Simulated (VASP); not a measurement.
A run of VASP 6.6.1 is set up as follows.

File INCAR:

```
PREC     = Accurate       # precision mode
ENCUT    = 600            # plane-wave cutoff, eV
EDIFF    = 1E-7           # SCF threshold, eV
ISMEAR   = 1              # smearing method
SIGMA    = 0.1            # smearing width, eV
LREAL    = False          # projectors in reciprocal space
LASPH    = True           # aspherical terms in the spheres
NELM     = 80             # most SCF steps
ALGO     = Normal         # electronic algorithm
ISIF     = 3              # what is computed and relaxed
LWAVE    = False          # write WAVECAR
LCHARG   = False          # write CHGCAR
METAGGA  = R2SCAN         # meta-GGA
LMIXTAU  = True         
IBRION   = 2              # ionic algorithm
NSW      = 90             # ionic steps
EDIFFG   = -0.005         # ionic threshold
```

The input KPOINTS:

```
regular mesh
0
Gamma
  21 21 9
```

The input POSCAR:

```
Zn                                      
1.0
    2.6083575712      0.0000000000     -0.0000000000
   -1.3041787856      2.2589039188     -0.0000000000
    0.0000000000     -0.0000000000      4.9181207245
  Zn            
     2
Direct
     0.3333333332999970    0.6666666667000030    0.2500000000000000
     0.6666666667000030    0.3333333332999970    0.7500000000000000
```

Potentials or basis: VASP PAW PBE potentials, release 64 (Zn).

Launch:

```sh
$ cat potpaw_PBE.64/Zn/POTCAR > POTCAR
$ mpirun -np 1 vasp_std > vasp.out
```

**Question.** What does it give for the band gap on the k mesh?

**Answer.** None (metal or under the smearing width).

Final structure:
```
Zn
1.0
     2.60836    0.00000    0.00000
    -1.30418    2.25890    0.00000
     0.00000    0.00000    4.91812
Zn
2
Direct
  0.33333 0.66667 0.25000
  0.66667 0.33333 0.75000
```

Caveat: the relaxation stopped at its first step, so nothing moved.
